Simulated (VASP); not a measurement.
Set up this calculation in VASP 6.6.1, as the native input.

```yaml
Task: band structure
Functional: r2SCAN
Potentials_or_basis: VASP PAW PBE potentials, release 64 (Zr_sv, S)
Cutoff: 520 eV
k_mesh: 6 × 6 × 4
Occupations: gaussian, width 0.02 eV
Spin: spin-orbit coupling, no magnetisation
Ladder: gaps
Further_INCAR_settings: ALGO = Normal; EDIFF = 1e-06; NBANDS = 37
```

The structure of ZrS2 lies in POSCAR:

```
ZrS2
1.0
    3.6913825498      0.0000000000      0.0000000000
   -1.8456912749      3.1968310632      0.0000000000
    0.0000000000      0.0000000000      6.0410770100
Zr S
1 2
Direct
    0.0000000000      0.0000000000      0.0000000000
    0.3333333333      0.6666666667      0.2379099700
    0.6666666667      0.3333333333      0.7620900300
```

The cell is a database's computed one.

The input as run:

INCAR

```
SYSTEM = ZrS2
PREC = Accurate ; ENCUT = 520
EDIFF = 1E-6 ; ISMEAR = 0
SIGMA = 0.02 ; LREAL = .FALSE.
LASPH = .TRUE. ; NELM = 60
ALGO = Normal ; ISIF = 2
LWAVE = .FALSE. ; LCHARG = .FALSE.
MAGMOM = 0 0 0 0 0 0 0 0 0 ; LORBIT = 11
LSORBIT = .TRUE. ; GGA_COMPAT = .FALSE.
LMAXMIX = 4 ; METAGGA = R2SCAN
LMIXTAU = .TRUE. ; NBANDS = 37
KPAR = 2
```

KPOINTS

```
Automatic mesh
0
G
  6 6 4
  0 0 0
```

KPOINTS_OPT

```
path GMKGALHA,LM,KH
20
line-mode
reciprocal
 0.0000000000  0.0000000000  0.0000000000  G
 0.5000000000  0.0000000000  0.0000000000  M

 0.5000000000  0.0000000000  0.0000000000  M
 0.3333333333  0.3333333333  0.0000000000  K

 0.3333333333  0.3333333333  0.0000000000  K
 0.0000000000  0.0000000000  0.0000000000  G

 0.0000000000  0.0000000000  0.0000000000  G
 0.0000000000  0.0000000000  0.5000000000  A

 0.0000000000  0.0000000000  0.5000000000  A
 0.5000000000  0.0000000000  0.5000000000  L

 0.5000000000  0.0000000000  0.5000000000  L
 0.3333333333  0.3333333333  0.5000000000  H

 0.3333333333  0.3333333333  0.5000000000  H
 0.0000000000  0.0000000000  0.5000000000  A

 0.5000000000  0.0000000000  0.5000000000  L
 0.5000000000  0.0000000000  0.0000000000  M

 0.3333333333  0.3333333333  0.0000000000  K
 0.3333333333  0.3333333333  0.5000000000  H
```

Potentials or basis: VASP PAW PBE potentials, release 64 (Zr_sv, S).

Run with:

```console
$ cat potpaw_PBE.64/Zr_sv/POTCAR potpaw_PBE.64/S/POTCAR > POTCAR
$ mpirun -np 2 vasp_ncl > vasp.out
```

Results of the run:

| Quantity | Value |
| --- | --- |
| Pressure | 0.0 GPa |
| Largest force | 0.023 eV/Å |
| Valence electrons inside the program's atomic spheres | Zr 9.55; S 3.78 |

Caveat: the PAW data sets were made with another functional, which shifts forces and pressure a little.

Run time: 16 min on 2 MPI ranks on Intel(R) Xeon(R) Platinum 8559C (Emerald Rapids), with other jobs on the host, peak memory 0.46 GiB a rank.
